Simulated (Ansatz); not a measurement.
**NiAs-type BaS**

Method: PBEsol, scalar-relativistic; no spin polarisation; PAW, 420 eV, 8×8×6 k-mesh, Gaussian smearing of 0.05 eV; code Ansatz. The datasets are Ansatz's generated set soft_2.

```
CELL_PARAMETERS angstrom
4.37581 0.00000 0.00000
-2.18791 3.78957 0.00000
0.00000 0.00000 7.68364
ATOMIC_POSITIONS crystal
Ba 0.00000 0.00000 0.00000
Ba 0.00000 0.00000 0.50000
S 0.33333 0.66667 0.25000
S 0.66667 0.33333 0.75000
```

This is a trial structure; measured cells of the compound in the Crystallography Open Database are in space group Fm-3m (rock salt).

The cell above was scaled in volume, and shape and atoms were relaxed at each volume within its symmetry. Energies are counted from the cell above.

```csv
V (Å³/atom),ΔE (meV/atom),P from the stress (GPa)
30.579,7.52,1.96
31.216,1.82,0.93
31.853,0.00,0.00
32.490,1.71,-0.84
33.128,6.56,-1.59
```

Question: Do the energies and the pressures agree? Compare −ΔE/ΔV between neighbouring points (1 meV/Å³ = 0.1602 GPa) with the mean of their pressures.

Answer: 
```
interval (Å³/atom)  −ΔE/ΔV (GPa)  mean P (GPa)
    30.58 to 31.22           1.4           1.4
    31.22 to 31.85           0.5           0.5
    31.85 to 32.49          -0.4          -0.4
    32.49 to 33.13          -1.2          -1.2
```
They differ by 0.01 GPa at most.

Question: What do the two routes give for V0, B0 and B0′?

Answer: A third-order Birch–Murnaghan fit of the energies: V0 = 31.85 Å³/atom, B0 = 44 GPa, B0′ = 4.3. A polynomial of P in ln V, with B = −dP/d ln V at P = 0: V0 = 31.85 Å³/atom, B0 = 44 GPa, B0′ = 4.3.

B0·V0 = 44.1 GPa × 31.85 Å³ = 8.76 eV/atom sets the scale: near the minimum ΔE ≈ ½ B0 V0 x², with x = V/V0 − 1, and a pressure of 0.4 GPa squeezes the volume by about 1 %. At the ends of the curve: x = −4.0 % predicts 7.0 meV/atom and the run gives 7.5; x = +4.0 % predicts 7.0 meV/atom and the run gives 6.6. The lopsidedness is anharmonic: atoms resist being pushed together more than being pulled apart.

No spin–orbit coupling, a notable omission for heavy elements.
